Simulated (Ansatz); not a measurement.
# GaP: Born charges and dielectric tensor with LDA

**The experiment to reproduce.**

From “Stacking defects in GaP nanowires: Electronic structure and optical properties”, 2018, arxiv:1810.01194, for a bulk crystal of GaP at 10 K: band gap 2.34 eV (indirect).

Crystal: GaP.

```xyz
2
Lattice="0.0000 2.7252 2.7252 2.7252 0.0000 2.7252 2.7252 2.7252 0.0000" Properties=species:S:1:pos:R:3 pbc="T T T"
Ga    0.0000    0.0000    0.0000
P     4.0879    4.0879    4.0879
```

| Property | Result |
| --- | --- |
| Program | Ansatz 0.2.0 |
| Task | Born charges and dielectric tensor |
| Functional | LDA |
| Potentials or basis | Ansatz PAW |
| Cutoff | 420 eV (not typed: the program's choice for these potentials) |
| k mesh | 8 × 8 × 8 |
| Occupations | fixed |
| Spin | no spin polarisation |

* Band gap on the k mesh: 1.49 eV, indirect (least direct gap 1.61 eV)
* Electronic dielectric tensor (diagonal): 10.92
* Born charges (mean of the diagonal): Ga +2.10; P -2.10 e

Levels at points of the mesh, in eV from the valence-band top:
```
             k point  band 7  band 8  band 9  band 10  band 11  band 12
  (0.00, 0.00, 0.00)    0.00    0.00    0.00     1.61     3.79     3.79
 (0.00, 0.00, -0.50)   -6.72   -1.13   -1.13     1.50     4.62     4.62
(0.00, -0.50, -0.50)   -6.85   -2.71   -2.71     1.50     1.68    10.43
 (-0.50, 0.00, 0.00)   -6.72   -1.13   -1.13     1.50     4.62     4.62
(-0.50, 0.00, -0.50)   -6.85   -2.71   -2.71     1.50     1.68    10.43
```

Electronic dielectric tensor:
```
10.92  0.00  0.00
 0.00 10.92  0.00
 0.00  0.00 10.92
```

Born effective charge tensors (e):
atom 1, Ga
```
2.10 0.00 0.00
0.00 2.10 0.00
0.00 0.00 2.10
```
atom 2, P
```
-2.10  0.00  0.00
 0.00 -2.10  0.00
 0.00  0.00 -2.10
```

It took 47 s on 2 threads of Intel(R) Xeon(R) Processor @ 2.50GHz (Skylake/Cascade Lake) (shared host), peak memory 0.53 GiB.

Measured gap of GaP: 2.34 eV (indirect; 10 K; quoted in “Stacking defects in GaP nanowires: Electronic structure and optical properties”, 2018, arxiv:1810.01194). This calculation gives 1.49 eV (-0.85 eV). Spin-orbit coupling on Ga is left out. The value is that of LDA on a finite k mesh, which can miss the band edges, without temperature or zero-point motion. Semilocal functionals fall short of measured gaps as a rule.
